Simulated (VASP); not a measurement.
# AlFe (Pm-3m) in VASP: single point with PBEsol

Aim: the single point of AlFe with PBEsol.

All numbers are computed with VASP 6.6.1; they aren't measurements. Logs are shortened: lines on timing, memory, paths and dates and some standing lists are left out, and cuts for length are marked.

### Step 1. The structure

The structure is cubic, space group Pm-3m (No. 221). The conventional cell has a = 2.910 Å, b = 2.910 Å, c = 2.910 Å, α = 90.00°, β = 90.00°, γ = 90.00°. Around Al (site symmetry m-3m) lie 8 Fe at 2.52 Å. Fe (site symmetry m-3m) is surrounded by 8 Al at 2.52 Å.

### Step 2. Single point, PBEsol, collinear spin, typed start

INCAR reads:

```
SYSTEM = AlFe
  ALGO = Normal
  EDIFF = 1E-6
  ENCUT = 520
  GGA = PS
  ISIF = 2
  ISMEAR = 1
  ISPIN = 2
  LASPH = .True.
  LCHARG = .False.
  LMAXMIX = 4
  LORBIT = 11
  LREAL = .False.
  LWAVE = .False.
  MAGMOM = 0 3.5
  NBANDS = 16
  NELM = 150
  PREC = Accurate
  SIGMA = 0.02
```

KPOINTS reads:

```
Automatic mesh
0
Gamma
  6 6 6
  0.5 0.5 0.5
```

POSCAR reads:

```
AlFe
1.0
    2.9100000000      0.0000000000      0.0000000000
    0.0000000000      2.9100000000      0.0000000000
    0.0000000000      0.0000000000      2.9100000000
Al Fe
1 1
Direct
    0.0000000000      0.0000000000      0.0257148268
    0.5000000000      0.5000000000      0.5258351732
```

Potentials or basis: VASP PAW PBE potentials, release 64 (Al, Fe).

The run is started by

```console
> cat potpaw_PBE.64/Al/POTCAR potpaw_PBE.64/Fe/POTCAR > POTCAR
> mpirun -np 1 vasp_std > vasp.out
```

OUTCAR:

```text
SYSTEM = AlFe
   EDIFF = 1E-6
   ENCUT = 520
   GGA = PS
   ISIF = 2
   ISMEAR = 1
   ISPIN = 2
   LASPH = .True.
   LORBIT = 11
   LREAL = .False.
   NELM = 150
   PREC = Accurate

 ion  position               nearest neighbor table
   1  0.000  0.000  0.026-   2 2.52   2 2.52   2 2.52   2 2.52   2 2.52   2 2.52   2 2.52   2 2.52

   2  0.500  0.500  0.526-   1 2.52   1 2.52   1 2.52   1 2.52   1 2.52   1 2.52   1 2.52   1 2.52

  LATTYP: Found a simple cubic cell.
 ALAT       =     2.9100000000

  Lattice vectors:

 A1 = (   2.9100000000,   0.0000000000,   0.0000000000)
 A2 = (   0.0000000000,   2.9100000000,   0.0000000000)
 A3 = (   0.0000000000,   0.0000000000,   2.9100000000)

Analysis of symmetry for initial positions (statically):
=====================================================================
 Subroutine PRICEL returns:
 Original cell was already a primitive cell.

 Routine SETGRP: Setting up the symmetry group for a
 simple cubic supercell.

 Subroutine GETGRP returns: Found  8 space group operations
 (whereof  8 operations were pure point group operations)
 out of a pool of 48 trial point group operations.

The static configuration has the point symmetry C_4v.

Analysis of symmetry for dynamics (positions and initial velocities):
=====================================================================
 Subroutine PRICEL returns:
 Original cell was already a primitive cell.

 Routine SETGRP: Setting up the symmetry group for a
 simple cubic supercell.

 Subroutine GETGRP returns: Found  8 space group operations
 (whereof  8 operations were pure point group operations)
 out of a pool of 48 trial point group operations.

The dynamic configuration has the point symmetry C_4v.

Analysis of structural, dynamic, and magnetic symmetry:
=====================================================================
 Subroutine PRICEL returns:
 Original cell was already a primitive cell.

 Routine SETGRP: Setting up the symmetry group for a
 simple cubic supercell.

 Subroutine GETGRP returns: Found  8 space group operations
 (whereof  8 operations were pure point group operations)
 out of a pool of 48 trial point group operations.

The overall configuration has the point symmetry C_4v.

 Subroutine INISYM returns: Found  8 space group operations
 (whereof  8 operations are pure point group operations),
 and found     1 'primitive' translations

----------------------------------------------------------------------------------------

                                     Primitive cell

  volume of cell :      24.6422

  direct lattice vectors                    reciprocal lattice vectors
     2.910000000  0.000000000  0.000000000     0.343642612  0.000000000  0.000000000
     0.000000000  2.910000000  0.000000000     0.000000000  0.343642612  0.000000000
     0.000000000  0.000000000  2.910000000     0.000000000  0.000000000  0.343642612

  length of vectors
     2.910000000  2.910000000  2.910000000     0.343642612  0.343642612  0.343642612

  position of ions in fractional coordinates (direct lattice)
     0.000000000  0.000000000  0.025714827
     0.500000000  0.500000000  0.525835173

  ion indices of the primitive-cell ions
   primitive index   ion index
                 1           1
                 2           2

----------------------------------------------------------------------------------------

 KPOINTS: Automatic mesh

Automatic generation of k-mesh.
 Grid dimensions read from file:
 generate k-points for:    6    6    6

 Generating k-lattice:

  Cartesian coordinates                     Fractional coordinates (reciprocal lattice)
     0.057273769  0.000000000  0.000000000     0.166666667  0.000000000  0.000000000
     0.000000000  0.057273769  0.000000000     0.000000000  0.166666667  0.000000000
     0.000000000  0.000000000  0.057273769     0.000000000  0.000000000  0.166666667

  Length of vectors
     0.057273769  0.057273769  0.057273769

  Shift w.r.t. Gamma in fractional coordinates (k-lattice)
     0.500000000  0.500000000  0.500000000

 Subroutine IBZKPT returns following result:
 ===========================================

 Found     18 irreducible k-points:

 Following reciprocal coordinates:
            Coordinates               Weight
  0.083333  0.083333  0.083333      8.000000
  0.250000  0.083333  0.083333     16.000000
  0.083333  0.083333  0.250000      8.000000
  0.416667  0.083333  0.083333     16.000000
  0.083333  0.083333  0.416667      8.000000
  0.250000  0.250000  0.083333      8.000000
[... 10 lines left out ...]
  0.250000  0.416667  0.416667     16.000000
  0.416667  0.416667  0.416667      8.000000
   k-points           NKPTS =     18   k-points in BZ     NKDIM =     18   number of bands    NBANDS=     16
   number of dos      NEDOS =    301   number of ions     NIONS =      2
   total plane-waves  NPLWV =  13824
   dimension x,y,z NGX =    24 NGY =   24 NGZ =   24
   dimension x,y,z NGXF=    48 NGYF=   48 NGZF=   48
   ions per type =               1   1
   NGX,Y,Z   is equivalent  to a cutoff of  13.71, 13.71, 13.71 a.u.
   NGXF,Y,Z  is equivalent  to a cutoff of  27.42, 27.42, 27.42 a.u.
 SYSTEM =  AlFe
   PREC   = accura    normal or accurate (medium, high low for compatibility)
   ISTART =      0    job   : 0-new  1-cont  2-samecut
   ICHARG =      2    charge: 1-file 2-atom 10-const
   ISPIN  =      2    spin polarized calculation?
   LNONCOLLINEAR =      F non collinear calculations
   LSORBIT =      F    spin-orbit coupling
   LASPH  =      T    aspherical Exc in radial PAW
   ENCUT  =  520.0 eV  38.22 Ry    6.18 a.u.   5.41  5.41  5.41*2*pi/ulx,y,z
   NELM   =    150;   NELMIN=  2; NELMDL= -5     # of ELM steps
   EDIFF  = 0.1E-05   stopping-criterion for ELM
   LREAL  =      F    real-space projection
   EDIFFG = 0.1E-04   stopping-criterion for IOM
   NSW    =      0    number of steps for IOM
   IBRION =     -1    ionic relax: 0-MD 1-quasi-New 2-CG
   NFREE  =      0    steps in history (QN), initial steepest desc. (CG)
   ISIF   =      2    stress and relaxation
   ISYM   =      2    0-nonsym 1-usesym 2-fastsym
   POTIM  = 0.5000    time-step for ionic-motion
   TEBEG  =    0.0;   TEEND  =   0.0 temperature during run
   PSTRESS=    0.0 pullay stress
   NELECT =      11.0000    total number of electrons
   NUPDOWN=      -1.0000    fix difference up-down
   EMIN   =  10.00;   EMAX   =-10.00  energy-range for DOS
   EFERMI =   0.00;   METHOD = LEGACY
   ISMEAR =     1;   SIGMA  =   0.02  broadening in eV -4-tet -1-fermi 0-gaus
   EFERMI_NEDOS =   21; number of points for ismear=-14 and -15
   IALGO  =     38    algorithm
   IMIX   =      4    mixing-type and parameters
     AMIX     =   0.40;   BMIX     =  1.00
     AMIX_MAG =   1.60;   BMIX_MAG =  1.00
  volume/ion in A,a.u.               =      12.32        83.15
  Fermi-wavevector in a.u.,A,eV,Ry     =   1.251160  2.364349 21.298567  1.565401
  Thomas-Fermi vector in A             =   2.385120
   LORBIT       =     11    0 simple, 1 ext, 2 COOP (PROOUT), +10 PAW based schemes
   GGA     = PS    functional components
   LHFCALC =     F    Hartree Fock is set to
   AEXX    =    0.0000 exact exchange contribution
   IVDW    =     0    specifies the selected vdW correction
   LEPSILON=     F    determine dielectric tensor
   LRPA    =     F    only Hartree local field effects (RPA)
 spin polarized calculation
 Methfessel and Paxton  Order N= 1 SIGMA  =   0.02
  energy-cutoff  :      520.00
  volume of cell :       24.64
 maximum number of plane-waves:       675
 NGX is ok and might be reduce to    24
   NGX = 11   NGY = 11   NGZ = 11

 number of electron      10.9999996 magnetization       0.9251522

 Free energy of the ion-electron system (eV)
  ---------------------------------------------------
  ext. energy  EPLUGINS =         0.00000000
  ---------------------------------------------------
  free energy    TOTEN  =       -13.67177638 eV

  energy without entropy =      -13.67162627  energy(sigma->0) =      -13.67172635

 E-fermi :   7.6074     XC(G=0): -12.0814

 val. band max:        7.5847190389   @ k =   0.0833   0.2500   0.2500
 cond. band min:       7.6167032124   @ k =   0.4167   0.2500   0.0833
 fundamental gap:      0.0319841736
 Fermi energy:         7.6074170803

 spin component 1

 k-point     1 :       0.0833    0.0833    0.0833
  band No.  band energies     occupation
      1      -2.3078      1.00000
      2       5.0426      1.00000
      3       5.0428      1.00000
      4       6.8989      1.00000
      5       6.9546      1.00000
      6       6.9549      1.00000
[... 8 lines left out ...]
     15      26.6443      0.00000
     16      31.0400      0.00000
[... 305 lines left out ...]
 k-point    18 :       0.4167    0.4167    0.4167
  band No.  band energies     occupation
      1       3.6128      1.00000
      2       4.1800      1.00000
      3       4.1801      1.00000
      4       7.3974      1.00000
      5       7.3975      1.00000
      6       8.4336      0.00000
[... 8 lines left out ...]
     15      33.1484      0.00000
     16      36.9011      0.00000
 Fermi energy:         7.6074170803

 spin component 2

 k-point     1 :       0.0833    0.0833    0.0833
  band No.  band energies     occupation
      1      -2.2782      1.00000
      2       5.6333      1.00000
      3       5.6335      1.00000
      4       7.8343     -0.00000
      5       7.9129     -0.00000
      6       7.9130     -0.00000
[... 8 lines left out ...]
     15      26.7095      0.00000
     16      31.1277      0.00000
[... 305 lines left out ...]
 k-point    18 :       0.4167    0.4167    0.4167
  band No.  band energies     occupation
      1       3.9742      1.00000
      2       4.6721      1.00000
      3       4.6721      1.00000
      4       8.1641      0.00000
      5       8.1643      0.00000
      6       8.7851      0.00000
[... 8 lines left out ...]
     15      33.0386      0.00000
     16      36.9231      0.00000

------------------------ aborting loop because EDIFF is reached ----------------------------------------

  FORCE on cell =-STRESS in cart. coord.  units (eV):
  Direction    XX          YY          ZZ          XY          YZ          ZX
  --------------------------------------------------------------------------------------
  -------------------------------------------------------------------------------------
  Total       -1.5610748     -1.5610748     -1.5602893      0.0000000      0.0000000     -0.0000000
  in kB     -101.4974938   -101.4974938   -101.4464236      0.0000000      0.0000000     -0.0000000
  external PRESSURE =    -101.4804704 kB  Pullay stress =       0.0000000 kB

 VOLUME and BASIS-vectors are now :
 -----------------------------------------------------------------------------
  energy-cutoff  :      520.00
  volume of cell :       24.64
      direct lattice vectors                 reciprocal lattice vectors
     2.910000000  0.000000000  0.000000000     0.343642612  0.000000000  0.000000000
     0.000000000  2.910000000  0.000000000     0.000000000  0.343642612  0.000000000
     0.000000000  0.000000000  2.910000000     0.000000000  0.000000000  0.343642612

 POSITION                                       TOTAL-FORCE (eV/Angst)
 -----------------------------------------------------------------------------------
      0.00000      0.00000      0.07483         0.000000     -0.000000      0.002311
      1.45500      1.45500      1.53018         0.000000      0.000000     -0.002311
 -----------------------------------------------------------------------------------
    total drift:                                0.000000     -0.000000      0.000204

  FREE ENERGIE OF THE ION-ELECTRON SYSTEM (eV)
  ---------------------------------------------------
  free  energy   TOTEN  =       -13.6717763819 eV

  energy  without entropy=      -13.6716262732  energy(sigma->0) =      -13.67172635

 total charge

# of ion       s       p       d       tot
------------------------------------------
    1        0.394   0.421   0.000   0.815
    2        0.420   0.477   6.456   7.353
--------------------------------------------------
tot          0.815   0.898   6.456   8.168

 magnetization (x)

# of ion       s       p       d       tot
------------------------------------------
    1       -0.010  -0.020   0.000  -0.030
    2        0.001   0.014   0.953   0.969
--------------------------------------------------
tot         -0.009  -0.006   0.953   0.939
```

Run time: 6.1 s. Hardware: 1 thread of Intel Xeon 6975P-C (Granite Rapids), shared host; peak memory 0.14 GiB.

Results:

| Property | Result |
| --- | --- |
| Free energy | -13.6718 eV |
| Pressure | -10.1 GPa |
| Band gap on the k mesh | none (metal or under the smearing width) |
| Net moment | 0.93 μB per cell |
| Site moments | Al -0.03; Fe +0.97 μB |
| Valence electrons inside the program's atomic spheres | Al 0.81; Fe 7.35 |

Forces in eV/Å, atoms in the order of the input:
```
Al   0.000  0.000  0.002
Fe   0.000  0.000 -0.002
```

Levels at points of the mesh, in eV from the Fermi level:
Spin up:
```
           k point  band 4  band 5  band 6  band 7  band 8  band 9
(0.08, 0.08, 0.08)   -0.71   -0.65   -0.65    5.10    5.10    5.75
```
Spin down:
| k point | band 3 | band 4 | band 5 | band 6 | band 7 | band 8 |
| --- | --- | --- | --- | --- | --- | --- |
| (0.08, 0.08, 0.08) | -1.97 | 0.23 | 0.31 | 0.31 | 5.26 | 5.26 |

Caveat: the PAW data sets were made with another functional, which shifts forces and pressure a little.
